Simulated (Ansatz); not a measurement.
PbSe (Fm-3m): G0W0 against its settings

A 2-atom cell of PbSe from a published structure, relaxed with r2SCAN+rVV10; one-shot G0W0 in Ansatz without spin-orbit coupling. No spin polarisation; the structure comes from an open crystallographic database, the properties from the calculation.

```
CELL_PARAMETERS angstrom
0.00000 3.06969 3.06969
3.06969 0.00000 3.06969
3.06969 3.06969 0.00000
ATOMIC_POSITIONS crystal
Pb 0.00000 0.00000 0.00000
Se 0.50000 0.50000 0.50000
```

Gaps are read over the mesh points alone. G0W0 here is at a finite number of bands, screening cutoff and k mesh, not at the basis limit.

| start | potentials | frequency model | mesh | empty bands | screening cutoff (eV) | Kohn-Sham gap (eV) | G0W0 gap (eV) |
| --- | --- | --- | --- | --- | --- | --- | --- |
| PBE | PAW | contour deformation | 6×6×6 | 131 | 100 | 0.32 | 0.49 |
| PBE | PAW | contour deformation | 6×6×6 | 317 | 180 | 0.32 | 0.72 |
| PBE | PAW | contour deformation | 6×6×6 | 615 | 260 | 0.32 | 0.77 |
| HSE06 | PAW | contour deformation | 6×6×6 | 317 | 180 | 0.72 | 0.85 |
| r2SCAN | PAW | contour deformation | 6×6×6 | 317 | 180 | 0.60 | 0.78 |
| PBE0 | PAW | contour deformation | 6×6×6 | 317 | 180 | 1.27 | 1.00 |
| PBE | PAW | Godby-Needs pole | 6×6×6 | 317 | 180 | 0.32 | 0.56 |
| PBE | PAW | contour deformation | 8×8×8 | 93 | 80 | 0.32 | 0.47 |

The quasiparticle gap on this mesh is 0.77 eV (direct at L), against 0.32 eV from PBE: +0.45 eV. Renormalisation factors Z lie between 0.66 and 0.75.

Raising bands and cutoff together moves the gap by +0.23 eV (100 to 180 eV), then +0.05 eV (180 to 260 eV); the last step is still large, so the basis limit isn't reached. Starting from HSE06 (0.72 eV against PBE's 0.32 eV) gives 0.85 eV, +0.13 eV from G0W0@PBE at the same screening cutoff. Starting from r2SCAN (0.60 eV against PBE's 0.32 eV) gives 0.78 eV, +0.06 eV from G0W0@PBE at the same screening cutoff. Starting from PBE0 (1.27 eV against PBE's 0.32 eV) gives 1.00 eV, +0.28 eV from G0W0@PBE at the same screening cutoff. The Godby-Needs plasmon pole differs from contour deformation by -0.16 eV. On these meshes the dielectric constant comes out too large, which adds an error that these runs don't bound. r2SCAN runs take a wave cutoff of 500 eV.

The program warns that the k mesh is coarse for exact exchange in some of these runs, so their gaps aren't converged.
